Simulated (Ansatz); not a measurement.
## Al vacancy in AlAs

These are results of DFT PBE, scalar-relativistic, plane waves, PAW (Ansatz), not measurements. Settings: 420 eV cutoff, 3×3×3 k-mesh, Gaussian smearing of 0.01 eV, collinear spin.

Host crystal, relaxed:

```
CELL_PARAMETERS angstrom
0.00000 2.86396 2.86396
2.86396 0.00000 2.86396
2.86396 2.86396 0.00000
ATOMIC_POSITIONS crystal
Al 0.00000 0.00000 0.00000
As 0.75000 0.75000 0.75000
```

Supercell of 8 atoms, rows in host cell vectors: 1 -1 1; -1 -1 1; 1 -1 -1. Atoms relax at the host's cell, keeping the symmetry that the supercell leaves at the site. The cell is small, so energies carry finite-size errors of tenths of an eV. The host's Kohn–Sham gap is 1.50 eV. Atoms are taken from and returned to the elements' standard states. Charged cells are corrected for image charges with the computed static dielectric tensor (mean 11.6) and aligned with the host's potential at far atoms (alignment terms reach 2.02 eV; the program doubts the alignment in some charges, where it is up to 2.02 eV). No band-filling term is added, and the Fermi level counts from the host's valence band top.

Defect: Al vacancy at (0.000, 0.000, 0.000) of the host cell.

(1) What is the formation energy of the neutral defect?

(2) Does the neutral defect carry a moment, and how do its surroundings relax?

(3) Charges 0, -1, -2 were computed. Which is stable where in the gap?

## Answers

(1) 3.58 eV.

(2) It changes the cell's moment by 0.19 μB (a fraction, from partly filled bands). The nearest neighbours before are 4 As at 2.48 Å; after relaxation the atoms near the site are 4 As at 2.46 Å; the largest move is 0.02 Å.

(3) Among the charges computed the stable one is 0 at the valence band top, changing to -1 at 0.42 eV, changing to -2 at 1.21 eV. In charge 0, -1, -2 the cell has partly filled bands: a level of the defect may be part filled, the carrier may sit in the host's bands, or levels may cross between the k points, so transitions that involve it are doubtful. Without the alignment that the program doubts, the level (0/-1) would lie at -0.63 eV, outside the gap, so these runs don't decide whether the defect changes charge there. Levels between neighbouring charges: (0/-1) 0.42 eV, (-1/-2) 1.21 eV.